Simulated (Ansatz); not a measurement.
**Elastic constants of AgI (F-43m) under pressure**

```
Ag I
1.0
     0.00000    3.28866    3.28866
     3.28866    0.00000    3.28866
     3.28866    3.28866    0.00000
Ag I
1 1
Direct
  0.00000 0.00000 0.00000
  0.75000 0.75000 0.75000
```

This is the zero-pressure cell. At each pressure cell and atoms are relaxed in this structure, and the constants are slopes of the stress at strains of ±0.005 with relaxed ions (the coefficients that govern stability under load). Level: r²SCAN, PAW on Ansatz 0.2.0's default frozen-core files (fitted under PBE), scalar-relativistic; k mesh 8×8×8, strains of ±0.005, fixed occupations, cutoff 500 eV. P is the pressure of the relaxed cell, less that of this one.

```
P (GPa)    V/V₀  C11 (GPa)  C12 (GPa)  C44 (GPa)
   0.00  1.0000       32.5       27.3        7.7
   0.99       ?          ?          ?          ?
   2.00  0.9428       41.2       38.3        5.2
   4.01  0.9007       49.3       48.8        2.4
   6.98  0.8538       60.6       63.8       -1.9
   9.98  0.8176       71.4       78.4       -6.5
  14.97  0.7718       88.6      102.0      -14.3
```

Problem. Does the bulk modulus from the constants agree with the pressure-volume curve?

Solution. A third-order Birch-Murnaghan fit to the volumes shown (F against f, f = [(V₀/V)^(2/3) − 1]/2) gives B₀ = 29.0 GPa and B′ = 5.3. Its −V dP/dV stands beside (C11 + 2C12)/3:

```csv
P (GPa),from P(V),from the constants
0.00,29.0,29.0
2.00,39.2,39.2
4.01,49.0,49.0
6.98,62.7,62.8
9.98,76.1,76.1
14.97,97.6,97.5
```

Problem. What are the pressure derivatives at zero pressure?

Solution. Slopes at V₀ of quadratic fits in −ln(V/V₀) through the first four rows shown, divided by B₀: dC11/dP = 4.4, dC12/dP = 5.5, dC44/dP = -1.0. The mean slopes up to 4.0 GPa are 4.2, 5.4, -1.3; curvature and scatter of the constants part the two. The combination (dC11/dP + 2 dC12/dP)/3 = 5.1 stands against B′.

Problem. Fill the row at 0.99 GPa.

Solution. Cubic fits in −ln(V/V₀) through all rows shown give C11 = 36.9, C12 = 32.9, C44 = 6.5 GPa. Computed: V/V₀ = 0.9690, C11 (GPa) = 36.9, C12 (GPa) = 32.8, C44 (GPa) = 6.5.

Problem. Does a shear stiffness soften?

Solution. C44 goes from 7.7 to -14.3 GPa; (C11 − C12)/2 goes from 2.6 to -6.7 GPa. The lattice turns mechanically unstable between 4.0 and 7.0 GPa, where the matrix gains a negative eigenvalue.

Known limits: no other phase was computed; many crystals of this kind change structure within this range, and rows or crossings beyond such a change describe a metastable lattice; frozen-core PAW files fitted under PBE, their cores solved anew for the functional of the run; constants at zero field, no piezoelectric stiffening; phonons weren't checked at these pressures.
